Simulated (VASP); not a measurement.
# Ge (Cmmm) in VASP: further runs

The runs below take Ge through single point, with PBE.

Program: VASP 6.6.1. These are calculated values, not measurements. Logs are shortened: lines on timing, memory, paths and dates and some standing lists are left out, and cuts for length are marked.

**1. The structure**

Symmetry: Cmmm, No. 65, orthorhombic system. The conventional cell has a = 2.794 Å, b = 5.201 Å, c = 2.698 Å, α = 90.00°, β = 90.00°, γ = 90.00°. Around Ge (site symmetry mmm) lie 8 Ge at 2.70 to 2.95 Å.

This isn't the form of Ge at room conditions, which is diamond.

**2. Single point, PBE**

INCAR reads:

```
PREC = Accurate ; ENCUT = 450
EDIFF = 1E-5 ; ISMEAR = 0
SIGMA = 0.05 ; LREAL = F
LASPH = T ; NELM = 100
ALGO = Normal ; ISIF = 2
LWAVE = F ; LCHARG = F
GGA = PE ; NBANDS = 13
ADDGRID = F
```

KPOINTS reads:

```
Automatic mesh
0
Gamma
  5 5 5
```

POSCAR reads:

```
Ge
1.0
    1.4161900000     -2.6475770000      0.0134350000
    1.3961930000      2.6368340000      0.0183540000
    0.0306960000      0.0025520000      2.6389690000
Ge
1
Direct
    0.4852650000      0.4800630000      0.0156560000
```

Potentials or basis: VASP PAW PBE potentials, release 64 (Ge_d).

Started as:

```
> cat potpaw_PBE.64/Ge_d/POTCAR > POTCAR
> mpirun -np 1 vasp_std > vasp.out
```

OUTCAR:

```text
PREC = Accurate
   ENCUT = 450
   EDIFF = 1E-5
   ISMEAR = 0
   LREAL = F
   LASPH = T
   NELM = 100
   ISIF = 2
   GGA = PE

 Found     63 irreducible k-points:

 Following reciprocal coordinates:
            Coordinates               Weight
  0.000000  0.000000  0.000000      1.000000
  0.200000  0.000000  0.000000      2.000000
  0.400000 -0.000000  0.000000      2.000000
 -0.000000  0.200000  0.000000      2.000000
  0.200000  0.200000  0.000000      2.000000
  0.400000  0.200000  0.000000      2.000000
   k-points           NKPTS =     63   k-points in BZ     NKDIM =     63   number of bands    NBANDS=     13
   number of dos      NEDOS =    301   number of ions     NIONS =      1
   total plane-waves  NPLWV =  10368
   dimension x,y,z NGX =    24 NGY =   24 NGZ =   18
   dimension x,y,z NGXF=    48 NGYF=   48 NGZF=   36
   ions per type =               1
   NGX,Y,Z   is equivalent  to a cutoff of  13.29, 13.37, 11.34 a.u.
   NGXF,Y,Z  is equivalent  to a cutoff of  26.58, 26.74, 22.68 a.u.
 SYSTEM =  unknown system
   PREC   = accura    normal or accurate (medium, high low for compatibility)
   ISTART =      0    job   : 0-new  1-cont  2-samecut
   ICHARG =      2    charge: 1-file 2-atom 10-const
   ISPIN  =      1    spin polarized calculation?
   LNONCOLLINEAR =      F non collinear calculations
   LSORBIT =      F    spin-orbit coupling
   LASPH  =      T    aspherical Exc in radial PAW
   ENCUT  =  450.0 eV  33.07 Ry    5.75 a.u.   5.19  5.16  4.56*2*pi/ulx,y,z
   NELM   =    100;   NELMIN=  2; NELMDL= -5     # of ELM steps
   EDIFF  = 0.1E-04   stopping-criterion for ELM
   LREAL  =      F    real-space projection
   EDIFFG = 0.1E-03   stopping-criterion for IOM
   NSW    =      0    number of steps for IOM
   IBRION =     -1    ionic relax: 0-MD 1-quasi-New 2-CG
   NFREE  =      0    steps in history (QN), initial steepest desc. (CG)
   ISIF   =      2    stress and relaxation
   ISYM   =      2    0-nonsym 1-usesym 2-fastsym
   POTIM  = 0.5000    time-step for ionic-motion
   TEBEG  =    0.0;   TEEND  =   0.0 temperature during run
   PSTRESS=    0.0 pullay stress
   NELECT =      14.0000    total number of electrons
   NUPDOWN=      -1.0000    fix difference up-down
   EMIN   =  10.00;   EMAX   =-10.00  energy-range for DOS
   EFERMI =   0.00;   METHOD = LEGACY
   ISMEAR =     0;   SIGMA  =   0.05  broadening in eV -4-tet -1-fermi 0-gaus
   EFERMI_NEDOS =   21; number of points for ismear=-14 and -15
   IALGO  =     38    algorithm
   IMIX   =      4    mixing-type and parameters
     AMIX     =   0.40;   BMIX     =  1.00
     AMIX_MAG =   1.60;   BMIX_MAG =  1.00
  volume/ion in A,a.u.               =      19.61       132.31
  Fermi-wavevector in a.u.,A,eV,Ry     =   1.463234  2.765111 29.130789  2.141053
  Thomas-Fermi vector in A             =   2.579353
   LORBIT       =      0    0 simple, 1 ext, 2 COOP (PROOUT), +10 PAW based schemes
   GGA     = PE    functional components
   LHFCALC =     F    Hartree Fock is set to
   AEXX    =    0.0000 exact exchange contribution
   IVDW    =     0    specifies the selected vdW correction
   LEPSILON=     F    determine dielectric tensor
   LRPA    =     F    only Hartree local field effects (RPA)
 non-spin polarized calculation
 Gauss-broadening in eV      SIGMA  =   0.05
  energy-cutoff  :      450.00
  volume of cell :       19.61
 maximum number of plane-waves:       433
 NGX is ok and might be reduce to    24

 number of electron      14.0000005 magnetization

 Free energy of the ion-electron system (eV)
  ---------------------------------------------------
  ext. energy  EPLUGINS =         0.00000000
  ---------------------------------------------------
  free energy    TOTEN  =        -4.24457169 eV

  energy without entropy =       -4.24325739  energy(sigma->0) =       -4.24391454

 E-fermi :   6.0081     XC(G=0): -11.0372

 val. band max:        5.9964018794   @ k =   0.2000   0.4000   0.2000
 cond. band min:       6.0382083551   @ k =   0.4000  -0.0000   0.4000
 fundamental gap:      0.0418064757
 Fermi energy:         6.0080710532

 k-point     1 :       0.0000    0.0000    0.0000
  band No.  band energies     occupation
      1     -18.5449      2.00000
      2     -18.4593      2.00000
      3     -18.4070      2.00000
      4     -18.3021      2.00000
      5     -18.2909      2.00000
      6      -6.6493      2.00000
      7      12.7543      0.00000
      8      13.7465      0.00000
      9      14.4185      0.00000
     10      16.7238      0.00000
     11      18.3575      0.00000
     12      20.7644      0.00000
     13      21.0519      0.00000

 k-point     2 :       0.2000    0.0000    0.0000
  band No.  band energies     occupation
      1     -18.5248      2.00000
      2     -18.4348      2.00000
      3     -18.3993      2.00000
      4     -18.3081      2.00000
      5     -18.3045      2.00000
      6      -5.7085      2.00000
      7       8.6993      0.00000
      8      11.2422      0.00000
      9      14.6345      0.00000
     10      15.7800      0.00000
     11      18.7922      0.00000
     12      21.7292      0.00000
     13      25.2907      0.00000

 k-point     3 :       0.4000   -0.0000    0.0000
  band No.  band energies     occupation
      1     -18.5102      2.00000
      2     -18.4301      2.00000
      3     -18.3364      2.00000
      4     -18.3330      2.00000
      5     -18.3100      2.00000
      6      -3.0118      2.00000
      7       2.5357      2.00000
      8       9.6081      0.00000
      9      13.6851      0.00000
     10      16.7936      0.00000
     11      21.4753      0.00000
     12      24.6883      0.00000
     13      25.7224      0.00000

 k-point     4 :      -0.0000    0.2000    0.0000
  band No.  band energies     occupation
      1     -18.5234      2.00000
      2     -18.4322      2.00000
      3     -18.4021      2.00000
      4     -18.3118      2.00000
      5     -18.3013      2.00000
      6      -5.6955      2.00000
      7       8.8133      0.00000
      8      11.1144      0.00000
      9      14.6465      0.00000
     10      15.6375      0.00000
     11      18.7877      0.00000
     12      21.8160      0.00000
     13      25.0893      0.00000

 k-point     5 :       0.2000    0.2000    0.0000
  band No.  band energies     occupation
      1     -18.5005      2.00000
      2     -18.4339      2.00000
      3     -18.3511      2.00000
      4     -18.3310      2.00000
      5     -18.3094      2.00000
      6      -3.7230      2.00000
      7       4.7001      2.00000
      8       7.4535      0.00000
      9      16.3198      0.00000
     10      18.2185      0.00000
     11      19.7061      0.00000
     12      21.3830      0.00000
     13      26.5380      0.00000

 k-point     6 :       0.4000    0.2000    0.0000
  band No.  band energies     occupation
      1     -18.4921      2.00000
      2     -18.4182      2.00000
      3     -18.3471      2.00000
      4     -18.3333      2.00000
      5     -18.3176      2.00000
      6      -1.4443      2.00000
      7       1.6561      2.00000
      8       5.2544      2.00000
      9      17.7008      0.00000
     10      18.9122      0.00000
     11      23.3748      0.00000
     12      24.1023      0.00000
     13      24.7755      0.00000

 [... further k-points ...]

------------------------ aborting loop because EDIFF is reached ----------------------------------------

  FORCE on cell =-STRESS in cart. coord.  units (eV):
  Direction    XX          YY          ZZ          XY          YZ          ZX
  --------------------------------------------------------------------------------------
  -------------------------------------------------------------------------------------
  Total       -1.1393807      0.6673150      0.2380431     -0.1939096      0.0462757      0.0987799
  in kB      -93.1039098     54.5293001     19.4515676    -15.8452269      3.7813932      8.0717512
  external PRESSURE =      -6.3743474 kB  Pullay stress =       0.0000000 kB

 VOLUME and BASIS-vectors are now :
 -----------------------------------------------------------------------------
  energy-cutoff  :      450.00
  volume of cell :       19.61
      direct lattice vectors                 reciprocal lattice vectors
     1.416190000 -2.647577000  0.013435000     0.354897238 -0.187889191 -0.003946402
     1.396193000  2.636834000  0.018354000     0.356347309  0.190588350 -0.004329273
     0.030696000  0.002552000  2.638969000    -0.004285175 -0.000368995  0.378986066

 POSITION                                       TOTAL-FORCE (eV/Angst)
 -----------------------------------------------------------------------------------
      1.35797     -0.01889      0.05665         0.000000      0.000000      0.000000
 -----------------------------------------------------------------------------------
    total drift:                                0.000054     -0.000163      0.000189

  FREE ENERGIE OF THE ION-ELECTRON SYSTEM (eV)
  ---------------------------------------------------
  free  energy   TOTEN  =        -4.2445716857 eV

  energy  without entropy=       -4.2432573903  energy(sigma->0) =       -4.24391454
```

Wall time 3.2 s (1 thread of Intel Xeon 6975P-C (Granite Rapids), shared host); peak memory 0.13 GiB.

The run converged, but some of its settings lie outside the range that counts as converged, so its numbers aren't taken as properties of the crystal.

Results:

```
Free energy            : -4.2446 eV
Pressure               : -0.6 GPa
Band gap on the k mesh : none (metal or under the smearing width)
```

Caveat: the k mesh is coarse (spacing up to 0.51 Å⁻¹), so the values aren't converged.

**3. Single point, PBE**

This run uses another cell than the first one, of the same volume but with other edges.

INCAR: that of step 2 with these lines changed.

```diff
@@ -1,3 +1,3 @@
 PREC = Accurate ; ENCUT = 450
-EDIFF = 1E-5 ; ISMEAR = 0
+EDIFF = 1E-6 ; ISMEAR = 0
 SIGMA = 0.05 ; LREAL = F
```

KPOINTS is that of step 2.

POSCAR reads:

```
Ge
1.0
    1.3971490000     -2.6005160000      0.0000000000
    1.3971490000      2.6005160000      0.0000000000
    0.0000000000      0.0000000000      2.6982310000
Ge
1
Direct
    0.5000000000      0.5000000000      0.0000000000
```

Potentials or basis: VASP PAW PBE potentials, release 64 (Ge_d).

Started as:

```
> cat potpaw_PBE.64/Ge_d/POTCAR > POTCAR
> mpirun -np 1 vasp_std > vasp.out
```

Wall time 2.3 s (1 thread of Intel Xeon 6975P-C (Granite Rapids), shared host); peak memory 0.12 GiB.

These settings aren't checked as converged: the numbers below hold their error.

Results:

| Item | Value |
| --- | --- |
| Free energy | -4.2402 eV |
| Pressure | 1.5 GPa |
| Band gap on the k mesh | none (metal or under the smearing width) |

Caveat: the k mesh is coarse (spacing up to 0.51 Å⁻¹), so the values aren't converged.

**4. Single point, PBE**

INCAR is that of step 3.

KPOINTS is that of step 3.

POSCAR reads:

```
Ge
1.0
    1.4161900000     -2.6475770000      0.0134350000
    1.3961930000      2.6368340000      0.0183540000
    0.0306960000      0.0025520000      2.6389690000
Ge
1
Direct
    0.4852650000      0.4800630000      0.0156560000
```

Potentials or basis: VASP PAW PBE potentials, release 64 (Ge_d).

Started as:

```
> cat potpaw_PBE.64/Ge_d/POTCAR > POTCAR
> mpirun -np 1 vasp_std > vasp.out
```

OUTCAR:

```text
PREC = Accurate
   ENCUT = 450
   EDIFF = 1E-6
   ISMEAR = 0
   LREAL = F
   LASPH = T
   NELM = 100
   ISIF = 2
   GGA = PE

 Found     63 irreducible k-points:

 Following reciprocal coordinates:
            Coordinates               Weight
  0.000000  0.000000  0.000000      1.000000
  0.200000  0.000000  0.000000      2.000000
  0.400000 -0.000000  0.000000      2.000000
 -0.000000  0.200000  0.000000      2.000000
  0.200000  0.200000  0.000000      2.000000
  0.400000  0.200000  0.000000      2.000000
   k-points           NKPTS =     63   k-points in BZ     NKDIM =     63   number of bands    NBANDS=     13
   number of dos      NEDOS =    301   number of ions     NIONS =      1
   total plane-waves  NPLWV =  10368
   dimension x,y,z NGX =    24 NGY =   24 NGZ =   18
   dimension x,y,z NGXF=    48 NGYF=   48 NGZF=   36
   ions per type =               1
   NGX,Y,Z   is equivalent  to a cutoff of  13.29, 13.37, 11.34 a.u.
   NGXF,Y,Z  is equivalent  to a cutoff of  26.58, 26.74, 22.68 a.u.
 SYSTEM =  unknown system
   PREC   = accura    normal or accurate (medium, high low for compatibility)
   ISTART =      0    job   : 0-new  1-cont  2-samecut
   ICHARG =      2    charge: 1-file 2-atom 10-const
   ISPIN  =      1    spin polarized calculation?
   LNONCOLLINEAR =      F non collinear calculations
   LSORBIT =      F    spin-orbit coupling
   LASPH  =      T    aspherical Exc in radial PAW
[... 69 lines left out ...]
      9      14.4187      0.00000
     10      16.7238      0.00000
     11      18.3578      0.00000
     12      20.7647      0.00000
     13      21.0522      0.00000
[... 66 lines left out ...]
  band No.  band energies     occupation
      1     -18.4925      2.00000
      2     -18.4184      2.00000
      3     -18.3472      2.00000
      4     -18.3338      2.00000
      5     -18.3180      2.00000
      6      -1.4441      2.00000
      7       1.6564      2.00000
      8       5.2547      2.00000
      9      17.7009      0.00000
     10      18.9124      0.00000
     11      23.3749      0.00000
     12      24.1025      0.00000
     13      24.7755      0.00000

 [... further k-points ...]

------------------------ aborting loop because EDIFF is reached ----------------------------------------

  FORCE on cell =-STRESS in cart. coord.  units (eV):
  Direction    XX          YY          ZZ          XY          YZ          ZX
  --------------------------------------------------------------------------------------
  -------------------------------------------------------------------------------------
  Total       -1.0760812      0.7354304      0.2921011     -0.1935386      0.0462003      0.0986228
  in kB      -87.9314246     60.0953139     23.8688886    -15.8149083      3.7752357      8.0589084
  external PRESSURE =      -1.3224074 kB  Pullay stress =       0.0000000 kB

 VOLUME and BASIS-vectors are now :
 -----------------------------------------------------------------------------
  energy-cutoff  :      450.00
  volume of cell :       19.61
      direct lattice vectors                 reciprocal lattice vectors
     1.416190000 -2.647577000  0.013435000     0.354897238 -0.187889191 -0.003946402
     1.396193000  2.636834000  0.018354000     0.356347309  0.190588350 -0.004329273
     0.030696000  0.002552000  2.638969000    -0.004285175 -0.000368995  0.378986066

 POSITION                                       TOTAL-FORCE (eV/Angst)
 -----------------------------------------------------------------------------------
      1.35797     -0.01889      0.05665        -0.000000     -0.000000      0.000000
 -----------------------------------------------------------------------------------
    total drift:                                0.000054     -0.000164      0.000189

  FREE ENERGIE OF THE ION-ELECTRON SYSTEM (eV)
  ---------------------------------------------------
  free  energy   TOTEN  =        -4.2445714912 eV

  energy  without entropy=       -4.2432587354  energy(sigma->0) =       -4.24391511
```

OSZICAR:

```text
N       E                     dE             d eps       ncg     rms          rms(c)
DAV:   1     0.612709212940E+02    0.61271E+02   -0.65872E+03  1799   0.274E+03
DAV:   2     0.100781081465E+01   -0.60263E+02   -0.57701E+02  1768   0.401E+02
DAV:   3    -0.417980511226E+01   -0.51876E+01   -0.51733E+01  1883   0.694E+01
DAV:   4    -0.425286056494E+01   -0.73055E-01   -0.73049E-01  1858   0.898E+00
DAV:   5    -0.425363868216E+01   -0.77812E-03   -0.77811E-03  1923   0.102E+00    0.132E+00
DAV:   6    -0.424705112591E+01    0.65876E-02   -0.65611E-03  2043   0.179E+00    0.752E-01
DAV:   7    -0.424462868857E+01    0.24224E-02   -0.53964E-03  2136   0.137E+00    0.701E-02
DAV:   8    -0.424456756764E+01    0.61121E-04   -0.62334E-04  1988   0.535E-01    0.252E-02
DAV:   9    -0.424457188936E+01   -0.43217E-05   -0.13529E-05  1964   0.483E-02    0.928E-03
DAV:  10    -0.424457149118E+01    0.39818E-06   -0.85877E-07  1269   0.159E-02
   1 F= -.42445715E+01 E0= -.42439151E+01  d E =-.131276E-02
```

Wall time 3.5 s (1 thread of Intel Xeon 6975P-C (Granite Rapids), shared host); peak memory 0.13 GiB.

The run converged, but some of its settings lie outside the range that counts as converged, so its numbers aren't taken as properties of the crystal.

What came out:

```
Free energy            : -4.2446 eV
Pressure               : -0.1 GPa
Band gap on the k mesh : none (metal or under the smearing width)
```

Caveat: the k mesh is coarse (spacing up to 0.51 Å⁻¹), so the values aren't converged.

**5. Single point, PBE**

This run uses another cell than the first one, of the same volume but with other edges.

INCAR reads:

```
PREC = Accurate ; ENCUT = 450
EDIFF = 1E-7 ; ISMEAR = 0
SIGMA = 0.05 ; LREAL = F
LASPH = T ; NELM = 100
ALGO = Normal ; ISIF = 2
LWAVE = F ; LCHARG = F
GGA = PE ; NBANDS = 13
ADDGRID = T
```

KPOINTS is that of step 4.

POSCAR reads:

```
Ge
1.0
    1.3971490000     -2.6005160000      0.0000000000
    1.3971490000      2.6005160000      0.0000000000
    0.0000000000      0.0000000000      2.6982310000
Ge
1
Direct
    0.5000000000      0.5000000000      0.0000000000
```

Started as:

```
> cat potpaw_PBE.64/Ge_d/POTCAR > POTCAR
> mpirun -np 1 vasp_std > vasp.out
```

Wall time 3.3 s (1 thread of Intel Xeon 6975P-C (Granite Rapids), shared host); peak memory 0.16 GiB.

These settings aren't checked as converged: the numbers below hold their error.

Results:

```
Free energy            : -4.2402 eV
Pressure               : 1.7 GPa
Band gap on the k mesh : none (metal or under the smearing width)
```

Caveat: the k mesh is coarse (spacing up to 0.51 Å⁻¹), so the values aren't converged.
